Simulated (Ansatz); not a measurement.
The system is InP.

```
CELL_PARAMETERS angstrom
0.00000 2.93050 2.93050
2.93050 0.00000 2.93050
2.93050 2.93050 0.00000
ATOMIC_POSITIONS crystal
In 0.00000 0.00000 0.00000
P 0.75000 0.75000 0.75000
```

```yaml
Program: Ansatz 0.2.0
Task: relaxation of cell and atoms
Functional: HF
Potentials_or_basis: Ansatz PAW
Cutoff: "420 eV (not typed: the program's choice for these potentials)"
k_mesh: 4 × 4 × 4
Occupations: fermi-dirac, width 0.05 eV
Spin: no spin polarisation
```

At the start: volume 25.17 Å³/atom.

Problem. How do energy, volume and symmetry change on relaxing?

Solution. It ends after 5 steps and the volume is 26.78 Å³/atom (+6.4 %); space group F-43m (No. 216, to 0.05 Å).

Step by step:
```csv
step,energy change (eV),largest force (eV/Å),volume (Å³)
1,0.0000,0.0000,50.33
2,-0.0411,0.0000,54.95
3,-0.0496,0.0000,53.68
4,-0.0497,0.0000,53.56
5,-0.0508,0.0000,53.56
```

Final structure:
```
In P
1.0
     0.00000    2.99180    2.99180
     2.99180    0.00000    2.99180
     2.99180    2.99180    0.00000
In P
1 1
Direct
  0.00000 0.00000 0.00000
  0.75000 0.75000 0.75000
```

Caveat: the k mesh is coarse (spacing up to 0.46 Å⁻¹), so the values aren't converged, least of all with exact exchange; the plane-wave basis is chosen anew once the cell has moved, so the energies of steps on either side of that aren't comparable; the PAW data sets come from PBE, with cores solved anew for the run's functional, which leaves a small shift of forces and pressure.
